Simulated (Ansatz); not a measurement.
# Si on Al(111): change of the work function, part 3 of 4

Aim: the work function of Al(111) at several coverages of Si (fcc site), and the dipole that each adsorbate carries.

Ansatz 0.2.0; plane-wave DFT, PBE, Ansatz PAW.

So far, work function, upper face (eV): step 2 (the clean slab) 4.02; step 3 (37 atoms, coverage 0.111 ML, cell 3x3) 4.47.

## Step 4: Adsorbate added, k-mesh 6×6×1, coverage 0.25 ML

System of this step: Si/Al(111). The cell holds 17 atoms: 16 Al and 1 Si. Cell: a = 5.728 Å, b = 5.728 Å, c = 26.683 Å, α = 90.0°, β = 90.0°, γ = 60.0°. Vacuum lies along c.

Another coverage, to see how the dipoles act on each other as their distance changes.

The input, input.yaml:

```yaml
crystal:
  lattice:
    - [5.7275649276, 0.0, 0.0]
    - [2.8637824638, 4.9602167292, 0.0]
    - [0.0, 0.0, 26.6827479084]
  atoms:
    - { symbol: Al, position: [0.0, 0.0, 0.3372965944] }
    - { symbol: Al, position: [0.1666666667, 0.1666666667, 0.4249288203] }
    - { symbol: Al, position: [0.3333333333, 0.3333333333, 0.5105905788] }
    - { symbol: Al, position: [0.0, 0.0, 0.5980460589] }
    - { symbol: Al, position: [0.0, 0.5, 0.3372965944] }
    - { symbol: Al, position: [0.1666666667, 0.6666666667, 0.4249288203] }
    - { symbol: Al, position: [0.3333333333, 0.8333333333, 0.5105905788] }
    - { symbol: Al, position: [0.0, 0.5, 0.5980460589] }
    - { symbol: Al, position: [0.5, 0.0, 0.3372965944] }
    - { symbol: Al, position: [0.6666666667, 0.1666666667, 0.4249288203] }
    - { symbol: Al, position: [0.8333333333, 0.3333333333, 0.5105905788] }
    - { symbol: Al, position: [0.5, 0.0, 0.5980460589] }
    - { symbol: Al, position: [0.5, 0.5, 0.3372965944] }
    - { symbol: Al, position: [0.6666666667, 0.6666666667, 0.4249288203] }
    - { symbol: Al, position: [0.8333333333, 0.8333333333, 0.5105905788] }
    - { symbol: Al, position: [0.5, 0.5, 0.5980460589] }
    - { symbol: Si, position: [0.1666666667, 0.1666666667, 0.6627034056] }
kpoints:
  mp_grid: { grid: [6, 6, 1] }
hamiltonian:
  xc: pbe
scf:
  occupations: { method: fermi_dirac, width: 0.1 }
  convergence: { dr2_threshold: 1.0e-08 }
efield:
  axis: 3
  dipole_correction: true
  ramp_position: 0.97
  ramp_width: 0.06
relax:
  f_tol: 0.02
  max_steps: 60
  constraints: [{ sites: [0, 1, 4, 5, 8, 9, 12, 13] }]
output:
  dos: { projected: true, e_range: [-8, 4] }
  write_potential: true
  write_density: true
  volumetric_format: npy
  elf: true
```

Command:

```sh
ansatz run input.yaml --threads 2 --pin off --max-ram 4096MiB --backend cpu --events-out ev --progress --plain --runs-dir out
```

Numbers of over 12 decimals in the logs are rounded to 6 here.

Output:

```text
[...]
Crystal: 17 atoms, lattice volume = 758.056 Å³
Basis set: ecut = 420 eV, 14921 PW (Γ), exchange–correlation on 80×80×360 points (8 copies of the dense FFT grid, shifted against one another)
Bands: 43, of which v1, the nominal top of the filled ones, is band 26 counted from 1 (25 counted from 0)
Symmetry: 6 space group operations
[...]
k-points: 7 of 36 (time reversal used)
[...]
SCF iter   1: F=—  HF=-9232.218488 eV  |F-HF|=—  |Δ(HF+E_count)|=         —  Δρ=1.61e-3  dr2=3.46e-1  ethr=1.77e-3  p=-0.112 e·Å  D=-2.68e-2 V/Å  ΔV_dip=0.72 eV  dr2_dipole=1.45e-1  V_vac-E_F(+/−)=4.69/3.98 eV  ⟨swp⟩=12.0  Hψ=1967  notcnv=0  defer=4
[...]
SCF iter   8: F=-9232.207387 eV  HF=-9232.207387 eV  |F-HF|=1.13e-8  |Δ(HF+E_count)|=   7.48e-8  Δρ=3.85e-7  dr2=2.42e-9  ethr=1.92e-11  p=-0.129 e·Å  D=-3.07e-2 V/Å  ΔV_dip=0.82 eV  dr2_dipole=4.54e-11  V_vac-E_F(+/−)=4.72/3.90 eV  ⟨swp⟩=24.9  Hψ=2475  notcnv=0
SCF 1 converged in 8 iterations: F = -9232.207387 eV  dr2 = 2.42e-9
[...]
relax step   1: F+E_penalty+E_count = -9232.20738715 eV  Δ(F+E_penalty+E_count) = +0.000e0 eV  max|allowed force component| = 9.856e-1 eV/Å  Δτ_max = 0.0000 Å  (8 SCF iters, accepted)
[...]
SCF iter   8: F=-9232.305980 eV  HF=-9232.305980 eV  |F-HF|=5.56e-9  |Δ(HF+E_count)|=   3.88e-8  Δρ=2.38e-7  dr2=1.53e-9  ethr=1.92e-11  p=-0.135 e·Å  D=-3.23e-2 V/Å  ΔV_dip=0.86 eV  dr2_dipole=2.67e-11  V_vac-E_F(+/−)=4.75/3.89 eV  ⟨swp⟩=18.3  Hψ=2169  notcnv=0
SCF 2 converged in 8 iterations: F = -9232.305980 eV  dr2 = 1.53e-9
[...]
relax step   2: F+E_penalty+E_count = -9232.30598017 eV  Δ(F+E_penalty+E_count) = -9.859e-2 eV  max|allowed force component| = 2.442e-1 eV/Å  Δτ_max = 0.1065 Å  (8 SCF iters, accepted)
SCF iter   1: F=—  HF=-9232.313312 eV  |F-HF|=—  |Δ(HF+E_count)|=         —  Δρ=5.12e-4  dr2=1.11e-2  ethr=3.57e-4  p=-0.135 e·Å  D=-3.23e-2 V/Å  ΔV_dip=0.86 eV  dr2_dipole=1.51e-3  V_vac-E_F(+/−)=4.75/3.88 eV  ⟨swp⟩=2.3  Hψ=668  notcnv=0  defer=8
[...]
SCF iter   7: F=-9232.312007 eV  HF=-9232.312007 eV  |F-HF|=6.87e-9  |Δ(HF+E_count)|=   5.04e-8  Δρ=3.42e-7  dr2=2.73e-9  ethr=1.92e-11  p=-0.133 e·Å  D=-3.17e-2 V/Å  ΔV_dip=0.85 eV  dr2_dipole=2.31e-10  V_vac-E_F(+/−)=4.75/3.90 eV  ⟨swp⟩=16.3  Hψ=2151  notcnv=0
SCF 3 converged in 7 iterations: F = -9232.312007 eV  dr2 = 2.73e-9
relax step   3: F+E_penalty+E_count = -9232.31200708 eV  Δ(F+E_penalty+E_count) = -6.027e-3 eV  max|allowed force component| = 5.513e-2 eV/Å  Δτ_max = 0.0433 Å  (7 SCF iters, accepted)
SCF iter   1: F=—  HF=-9232.312401 eV  |F-HF|=—  |Δ(HF+E_count)|=         —  Δρ=1.04e-4  dr2=4.70e-4  ethr=5.84e-6  p=-0.133 e·Å  D=-3.17e-2 V/Å  ΔV_dip=0.85 eV  dr2_dipole=1.45e-4  V_vac-E_F(+/−)=4.74/3.90 eV  ⟨swp⟩=2.0  Hψ=619  notcnv=0  defer=1
[...]
SCF iter   6: F=-9232.312311 eV  HF=-9232.312311 eV  |F-HF|=3.49e-9  |Δ(HF+E_count)|=   3.49e-8  Δρ=1.72e-7  dr2=4.91e-10  ethr=1.92e-11  p=-0.132 e·Å  D=-3.16e-2 V/Å  ΔV_dip=0.84 eV  dr2_dipole=5.24e-12  V_vac-E_F(+/−)=4.74/3.90 eV  ⟨swp⟩=9.7  Hψ=1830  notcnv=0
SCF 4 converged in 6 iterations: F = -9232.312311 eV  dr2 = 4.91e-10
relax step   4: F+E_penalty+E_count = -9232.31231124 eV  Δ(F+E_penalty+E_count) = -3.042e-4 eV  max|allowed force component| = 2.745e-3 eV/Å  Δτ_max = 0.0063 Å  (6 SCF iters, accepted)
[...]
WARN: The output density's exchange-correlation potential varies sharply where the density is thin. Do not read a vacuum level from v_tot or v_xc, or from such a field of the output density. On a cell that repeats whose density bears no net charge and no dipole along the vacuum's axis use v_es (v_loc + v_h of the components); under efield.dipole_correction with no amplitude use v_es + v_field, which holds any externa [...]
SCF converged after 6 iterations
Free energy (F): -9232.312311 eV
[...]
Internal energy: -9232.075036 eV  (E = F + TS)
E sigma→0 (E₀):  -9232.193674 eV
Entropy (-TS):   -0.237275 eV (-13.957 meV/atom)
Fermi energy:    0.247140 eV
Dipole field:    D = -0.031581 V/Å  (p = -0.132301 e·Å, saw-weighted, corrected)
Work function:   Φ+ = 4.7440 eV   Φ− = 3.9014 eV
[...]
--- Forces (eV/Å), atoms counted from 1 ---
  atom   1  Al     0.02997202     0.01730435     0.07179684
  atom   2  Al    -0.00000000    -0.00000000    -0.08602782
  atom   3  Al     0.00237746     0.00137262     0.00041250
  atom   4  Al     0.00086902     0.00050173    -0.00119667
  atom   5  Al     0.00000000    -0.03460871     0.07179684
  atom   6  Al    -0.03212997     0.01855025    -0.05535759
  atom   7  Al    -0.00000000    -0.00274525     0.00041250
  atom   8  Al     0.00000000    -0.00100345    -0.00119667
  atom   9  Al    -0.02997202     0.01730435     0.07179684
  atom  10  Al    -0.00000000    -0.03710049    -0.05535759
  atom  11  Al    -0.00237746     0.00137262     0.00041250
  atom  12  Al    -0.00086902     0.00050173    -0.00119667
  atom  13  Al     0.00000000    -0.00000000     0.03555701
  atom  14  Al     0.03212997     0.01855025    -0.05535759
  atom  15  Al    -0.00000000     0.00000000     0.00167436
  atom  16  Al    -0.00000000     0.00000000     0.00146156
  atom  17  Si     0.00000000    -0.00000000     0.00036673
  max |Σ_I F_I| component: 2.94e-6 eV/Å
--- Band table (eV; the first three rows and the last of 7) ---
  k-point 0: bands = [... 22 lower, -2.1179, -1.7526, -0.7349, -0.7349, -0.1235, 0.1801, 0.2490, 0.2919, ... 13 higher]
  k-point 1: bands = [... 22 lower, -1.4378, -1.1396, -0.8512, -0.6944, -0.2875, 0.2830, 0.4595, 0.5881, ... 13 higher]
  k-point 2: bands = [... 22 lower, -0.8016, -0.3835, -0.0227, 0.0495, 0.5371, 0.7308, 0.8069, 0.9446, ... 13 higher]
  k-point 6: bands = [... 22 lower, -0.6219, -0.5158, -0.0908, 0.5330, 0.9595, 1.4725, 1.7325, 1.8534, ... 13 higher]
--- Relaxed structure (4 steps of the walk, 4 accepted, 0 SCFs on fresh bases) ---
  F+E_penalty+E_count = -9232.31231124 eV   max|allowed force component| = 2.745e-3 eV/Å
  atoms:
    - { symbol: Al, position: [-1.7959490104491815e-17, -1.7959490104491818e-17, 0.337297] }
    - { symbol: Al, position: [0.166667, 0.166667, 0.4249288203] }
    - { symbol: Al, position: [0.333535, 0.333535, 0.509665] }
    - { symbol: Al, position: [-0.00634085, -0.00634085, 0.597438] }
    - { symbol: Al, position: [0.0, 0.500000, 0.337297] }
    - { symbol: Al, position: [0.166667, 0.666667, 0.4249288203] }
    - { symbol: Al, position: [0.333535, 0.832930, 0.509665] }
    - { symbol: Al, position: [-0.00634085, 0.512682, 0.597438] }
    - { symbol: Al, position: [0.500000, -1.7959490104491818e-17, 0.337297] }
    - { symbol: Al, position: [0.666667, 0.166667, 0.4249288203] }
    - { symbol: Al, position: [0.832930, 0.333535, 0.509665] }
    - { symbol: Al, position: [0.512682, -0.00634085, 0.597438] }
    - { symbol: Al, position: [0.500000, 0.500000, 0.337297] }
    - { symbol: Al, position: [0.666667, 0.666667, 0.4249288203] }
    - { symbol: Al, position: [0.833333, 0.833333, 0.509542] }
    - { symbol: Al, position: [0.500000, 0.500000, 0.595074] }
    - { symbol: Si, position: [0.166667, 0.166667, 0.663612] }
```

Wall time 43 s (2 threads of Arm Neoverse V1, shared host); peak memory 0.87 GiB.

The steps of the relaxation:

```
step  energy less that of the first step (eV)  largest force component (eV/Å)
   1                                   0.0000                          0.9856
   2                                  -0.0986                          0.2442
   3                                  -0.1046                          0.0551
   4                                  -0.1049                          0.0027
```

The run keeps the 6 symmetry operations that it works with, so distortions that break them were not tested.

The atoms that moved most (Å):

```
atom      dx      dy      dz  length
Al16   0.000   0.000  -0.079   0.079
 Al4  -0.054  -0.031  -0.016   0.065
Al12   0.054  -0.031  -0.016   0.065
 Al8   0.000   0.063  -0.016   0.065
Al15   0.000   0.000  -0.028   0.028
 Al3   0.002   0.001  -0.025   0.025
Al11  -0.002   0.001  -0.025   0.025
 Al7   0.000  -0.002  -0.025   0.025
```

Final coordinates:

```
Al Si
1.0
     5.72756    0.00000    0.00000
     2.86378    4.96022    0.00000
     0.00000    0.00000   26.68275
Al Si
16 1
Direct
  0.00000 0.00000 0.33730
  0.16667 0.16667 0.42493
  0.33354 0.33354 0.50966
  0.99366 0.99366 0.59744
  0.00000 0.50000 0.33730
  0.16667 0.66667 0.42493
  0.33354 0.83293 0.50966
  0.99366 0.51268 0.59744
  0.50000 0.00000 0.33730
  0.66667 0.16667 0.42493
  0.83293 0.33354 0.50966
  0.51268 0.99366 0.59744
  0.50000 0.50000 0.33730
  0.66667 0.66667 0.42493
  0.83333 0.83333 0.50954
  0.50000 0.50000 0.59507
  0.16667 0.16667 0.66361
```

Numbers from this step:

| Item | Value |
| --- | --- |
| energy at zero smearing | -9232.1937 eV |
| work function, upper face | 4.744 eV |
| work function, lower face | 3.901 eV |
| dipole along the normal | -0.1323 e·Å |
| step between the vacuum levels | 0.8427 eV |

The density of states has structure finer than the step of the table below, so its rows give means over 0.25 eV, whole bins alone (the curve runs from -8 to 1.98 eV). Peaks (eV: height): -3.550: 18.9, -2.920: 16.8, -2.140: 16.4, -0.270: 14.2, 0.120: 14.0, 0.270: 24.2, 1.230: 18.4.

Table of density of states by energy, zero at the Fermi level; means over each step:

```
energy (eV)  density of states (states/eV a cell)
      -7.75                                  4.04
      -7.50                                  4.53
      -7.25                                  3.26
      -7.00                                  3.98
      -6.75                                  3.67
      -6.50                                  4.83
      -6.25                                  5.35
      -6.00                                  3.38
      -5.75                                  4.42
      -5.50                                  2.46
      -5.25                                  5.00
      -5.00                                  6.72
      -4.75                                  5.11
      -4.50                                  6.64
      -4.25                                  2.97
      -4.00                                  5.74
      -3.75                                  5.80
      -3.50                                  7.20
      -3.25                                  4.58
      -3.00                                  7.09
      -2.75                                  5.49
      -2.50                                  7.46
      -2.25                                  7.17
      -2.00                                  6.90
      -1.75                                  7.01
      -1.50                                  7.63
      -1.25                                  6.38
      -1.00                                  8.54
      -0.75                                  6.90
      -0.50                                  6.91
      -0.25                                  7.76
       0.00                                  5.22
       0.25                                  10.6
       0.50                                  6.66
       0.75                                  7.55
       1.00                                  6.92
       1.25                                  9.33
       1.50                                  7.12
       1.75                                  9.11
```

Projected DOS per atom over height of the atomic layer and energy from the Fermi level. Layers: Al4 Al4 Al4 Al4 Si from below.

Ten even steps from '_' (0.12 states/eV) to '@' (1.04 states/eV), each cell a mean:
```
----::::==
==--==::==
--::::::==
==----::##
--::::::**
==::::--##
--::--::@@
::::--::@@
--::::--##
--::::--##
::----::::
........::
--::::--::
..........
::::::....
--::::--..
__________
......____
..::::..__
..........
__....__..
__....____
```
Columns: height of the atomic layer (Å) from 9 to 17.7 (not evenly spaced); rows upwards: energy from the Fermi level (eV) from -7.96 to 1.95.

ELF in the ca plane at fractional y = 0.167, with atoms of Al and Si within 0.2 Å of it. It is the smooth field of the valence electrons, not physical close to the nuclei.

Ten even steps from '0' (0.00) to '9' (0.95), each cell a mean:
```
65555566555545666554567778887642100000000000
65555566555545666655556555554321000000000000
76555654566665655556665322211000000000000000
66556410256665543356764210000000000000000000
65556301047665432246764210000000000000000000
65556301146665432346764210000000000000000000
76556532366666554456664321100000000000000000
76555565555555666555555443332210000000000000
65554556555544676654566667776531000000000000
76555565555555665555677788898753100000000000
76556532366666554345677767999875210000000000
65556401146665532234566446899985310000000000
65556302046665432124565347899986310000000000
66556510256666543234666556999975310000000000
76555654565566655445677888999864200000000000
```
Columns run along c (16.0 Å, from fractional 0.33 to 0.93 of the cell), rows up along a (5.7 Å). Atoms in or near the plane, at fractional coordinates: Al at (0.42, 0.17), Al at (0.42, 0.67), Si at (0.66, 0.17).

Electrostatic potential energy in the ca plane at fractional y = 0.167, with atoms of Al and Si within 0.2 Å of it. With pseudopotentials it is smooth inside the atoms' cores, unlike the true potential.

Values in eV, 8 rows by 16 columns, each cell a mean:
```
-11   0  -2   0  -9  -8  -4 -10   0   2   4   5   5   5   5   5
 -4  -2 -13  -6  -3  -3  -1  -4   2   4   5   5   5   5   5   5
  1  -5 -10 -11   1   1   2   1   3   4   5   5   5   5   5   5
 -4  -2 -13  -7  -3  -2  -1  -4   2   4   5   5   5   5   5   5
-11   0  -2   0  -9  -8  -4 -10   0   2   4   5   5   5   5   5
 -4  -2 -13  -6  -3  -3   0  -3  -9 -11   3   5   5   5   5   5
  1  -5 -10 -11   1   1   2   0 -16 -18   1   5   5   5   5   5
 -4  -2 -13  -7  -3  -2   0  -3 -10 -12   2   5   5   5   5   5
```
Columns run along c (16.0 Å, from fractional 0.33 to 0.93 of the cell; values clipped at the 3rd and 97th percentile), rows up along a (5.7 Å). Atoms in or near the plane, at fractional coordinates: Al at (0.42, 0.17), Al at (0.42, 0.67), Si at (0.66, 0.17).

Valence density in the ca plane at fractional y = 0.167, with atoms of Al and Si within 0.2 Å of it. It is the smooth field of the valence electrons, not physical close to the nuclei.

Values in e/Å³, 8 rows by 16 columns, each cell a mean:
```
0.20 0.17 0.20 0.18 0.19 0.21 0.19 0.21 0.19 0.10 0.02 0.00 0.00 0.00 0.00 0.00
0.20 0.19 0.17 0.20 0.20 0.18 0.17 0.19 0.09 0.02 0.00 0.00 0.00 0.00 0.00 0.00
0.18 0.20 0.09 0.19 0.20 0.15 0.14 0.18 0.06 0.01 0.00 0.00 0.00 0.00 0.00 0.00
0.20 0.19 0.17 0.20 0.20 0.18 0.17 0.19 0.08 0.02 0.00 0.00 0.00 0.00 0.00 0.00
0.20 0.17 0.20 0.18 0.20 0.21 0.19 0.21 0.18 0.10 0.02 0.00 0.00 0.00 0.00 0.00
0.20 0.19 0.17 0.20 0.20 0.18 0.15 0.24 0.36 0.29 0.08 0.00 0.00 0.00 0.00 0.00
0.18 0.20 0.09 0.18 0.20 0.15 0.12 0.23 0.30 0.25 0.13 0.01 0.00 0.00 0.00 0.00
0.20 0.19 0.17 0.20 0.20 0.18 0.15 0.24 0.36 0.30 0.08 0.01 0.00 0.00 0.00 0.00
```
Columns run along c (16.0 Å, from fractional 0.33 to 0.93 of the cell), rows up along a (5.7 Å). Atoms in or near the plane, at fractional coordinates: Al at (0.42, 0.17), Al at (0.42, 0.67), Si at (0.66, 0.17).

The relaxation took 4 steps and lowered the energy by 0.10 eV; the largest force on the free atoms ends at 0.0027 eV/Å.

By hand: a sheet of dipoles makes a step −p/(ε₀A) in the electron's potential. With e/ε₀ = 180.95 V·Å, p = -0.1323 e·Å and A = 28.41 Å², that is −180.95 × (-0.1323) / 28.41 = +0.843 eV, and the two vacuum levels of the run differ by +0.843 eV.

The covered face has 4.74 eV, +0.72 eV against the clean one; the bare back face has moved by -0.12 eV, a measure of how thin the slab is.

(Continued in part 4 of 4.)

[Logs are printed without paths, hosts, clocks, repeated set-up lines and the standing remarks that a program may print on its own settings, such as how far it seeks lower states.]

[Hosts, paths, dates, database ids (printed as entryN), source tags and the programs' standing remarks are cut or masked in the printed files.]

[Maps of the electrostatic potential energy from Ansatz leave out the sawtooth potential of an applied field or a dipole correction, so their vacuum need not be flat; planar profiles and work functions include it.]

[The density of states shown here was stored with 400 of the rows of the run's finer table, so its peaks can read low, often by over a quarter, or be missed, and its means over a window can be off by a tenth or more.]
